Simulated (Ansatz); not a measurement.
Below is a relaxed structure of Bi. The cell was found from a structure generator's guess, not taken from experiment.

Level of theory: Ansatz 0.2.0, DFT PBE, scalar-relativistic, plane waves, PAW. Cutoff 420 eV, Γ-centred mesh, Gaussian smearing, no spin polarisation.

```xyz
1
Lattice="0.0000 2.5135 2.5135 2.5135 0.0000 2.5135 2.5135 2.5135 0.0000" Properties=species:S:1:pos:R:3 pbc="T T T"
Bi    0.0000    0.0000    0.0000
```

Energies count from the standard state of Bi at the same level.

Problem. Find its symmetry and describe it.

Solution. Fm-3m (No. 225), the fcc type. Conventional cell: a = 5.027 Å. Bi is surrounded by 12 Bi at 3.55 Å.

Problem. How far does it lie from the standard state of Bi?

Solution. +0.18 eV/atom. So it is a metastable form at best.

Problem. Is it a metal?

Solution. Yes, bands cross the Fermi level on the 20×20×20 mesh.

The last run used a 20×20×20 mesh for its 1-atom cell and Gaussian smearing of 0.10 eV. These runs have no spin–orbit coupling, which can matter for Bi. Symmetry constrained the relaxation, so the result can be a saddle point. Another cell of Bi relaxed alike, in P6/mmm, lies 70 meV/atom lower, so this cell isn't the stable form at this level.
